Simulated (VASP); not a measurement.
InSe, 8 atoms in the cell. Symmetry: P-6m2, No. 187, hexagonal system. Conventional cell: a = 4.047 Å, b = 4.047 Å, c = 18.052 Å, α = 90.00°, β = 90.00°, γ = 120.00°. In (site symmetry 3m) has 3 Se at 2.65 Å and 1 In at 2.79 Å as nearest neighbours. Around In (site symmetry 3m) lie 3 Se at 2.65 Å and 1 In at 2.79 Å. Se (site symmetry 3m) has 3 In at 2.65 Å as nearest neighbours. Se (site symmetry 3m) has 3 In at 2.65 Å as nearest neighbours. Measurements of this composition are mostly on another form, of space group No. 160.

```yaml
Program: VASP 6.6.1
Task: optical spectrum
Functional: LDA
Potentials_or_basis: VASP PAW LDA potentials, release 64 (In_d, Se)
Cutoff: 520 eV
k_mesh: 6 × 6 × 2
Occupations: gaussian, width 0.02 eV
Spin: no spin polarisation
Further_INCAR_settings: ALGO = Normal; EDIFF = 1e-06; NBANDS = 86
```

Potentials or basis: VASP PAW LDA potentials, release 64 (In_d, Se).

Launch:

```console
$ cat potpaw_LDA.64/In_d/POTCAR potpaw_LDA.64/Se/POTCAR > POTCAR
$ mpirun -np 1 vasp_std > vasp.out
```

Hardware: 1 thread of AMD EPYC 9R45 96-Core Processor (Zen 5) (shared host).

**Question.** Estimate the wall time of this run.

**Answer.** It took 3.9 min on 1 thread of AMD EPYC 9R45 96-Core Processor (Zen 5), with other jobs on the host, peak memory 0.6 GiB. Counts: scf iterations 14, k points 14.
